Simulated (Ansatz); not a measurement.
## GaN: band gap by level of theory

**What was measured.** The band gap of GaN (P6_3mc) is reported as 3.5 eV at 1.6 K (a printed reference work). The runs below try to reproduce it.

Space group P6_3mc (No. 186). a = 3.180 Å, b = 3.180 Å, c = 5.166 Å, α = 90.00°, β = 90.00°, γ = 120.00°
| atom | site | symmetry | x | y | z |
| --- | --- | --- | --- | --- | --- |
| Ga | 2b | 3m. | 0.6667 | 0.3333 | 0.5000 |
| N | 2b | 3m. | 0.6667 | 0.3333 | 0.8750 |

| rung | level | program and potentials | cutoff (eV) | k mesh | task | spin | core time | chip | band gap (eV) | miss (eV) | notes |
| --- | --- | --- | --- | --- | --- | --- | --- | --- | --- | --- | --- |
| meta-GGA | m-r2SCAN | Ansatz, Ansatz PAW | 500 | 10 × 10 × 5 | band structure | off | 27 s | Arm Neoverse V2 | 2.38 | -1.12 | potentials made for PBE, which Ansatz adapts in part |
| G0W0 | G0W0 on HSE06 | Ansatz, Ansatz PAW | 420 | 6 × 6 × 4 | G0W0 quasiparticle levels | off | 30 s | AMD EPYC 7R13 Zen 3 | 3.70 | +0.20 | bands, basis or mesh of the many-body step not converged; potentials made for PBE, which Ansatz adapts in part; response cutoff 120 eV, bands 135 |
| LDA | LDA | Ansatz, Ansatz PAW | 420 | 10 × 10 × 5 | band structure | SOC, no magnetisation | 67 s | Arm Neoverse V2 | 1.97 | -1.53 | potentials made for PBE, which Ansatz adapts in part |
| GGA | PBE | Ansatz, Ansatz PAW | 420 | 7 × 7 × 4 | band structure | SOC, no magnetisation | 93 s | Intel Xeon Skylake/Cascade Lake | 1.96 | -1.54 | - |
| GGA | PBEsol | Ansatz, Ansatz PAW | 420 | 7 × 7 × 4 | band structure | SOC, no magnetisation | 1.7 min | Intel Xeon Skylake/Cascade Lake | 1.90 | -1.60 | potentials made for PBE, which Ansatz adapts in part |
| hybrid | BHLYP | Ansatz, Ansatz PAW | 420 | 6 × 6 × 3 | band structure | off | 5.4 min | Arm Neoverse V2 | 6.19 | +2.69 | coarse mesh; potentials made for PBE, which Ansatz adapts in part |
| hybrid | HISS | Ansatz, Ansatz PAW | 420 | 6 × 6 × 3 | band structure | off | 8.9 min | Arm Neoverse V1 | 4.08 | +0.58 | coarse mesh; potentials made for PBE, which Ansatz adapts in part |
| hybrid | r2SCAN50 | Ansatz, Ansatz PAW | 500 | 5 × 5 × 3 | band structure | off | 14 min | Intel Xeon Skylake/Cascade Lake | 6.18 | +2.68 | coarse mesh; potentials made for PBE, which Ansatz adapts in part |

Times are single runs on shared hosts and different chips, so they are rough; meshes, cutoffs and the tasks' sizes weigh on the time. Gaps are the least found on the k mesh or the band path, and a mesh can miss the band edges. m-r2SCAN is the variant of Desmarais and co-workers (2025). The cell comes from a database and isn't always the measured one. Meshes differ between rows, which moves values too. All levels ran on this one cell, unrelaxed unless noted. Meshes are those of the run's cell of 4 atoms unless a note names another. Misses use the values as printed. Runs on faulty files, with rough fits or with known faults for this quantity aren't shown.

By rung: LDA with SOC 1.97; GGA with SOC 1.90 to 1.96; meta-GGA 2.38; hybrid on coarse meshes 4.08 to 6.19; G0W0 on coarse settings 3.70 (eV). Measured: 3.5 eV at 1.6 K (a printed reference work). Closest, coarse meshes and atomic bases left aside, is m-r2SCAN (-1.12 eV). LDA and GGA gaps fall short mostly because these functionals lack the derivative discontinuity; the runs are for a static lattice, while measurements hold temperature and zero-point motion.
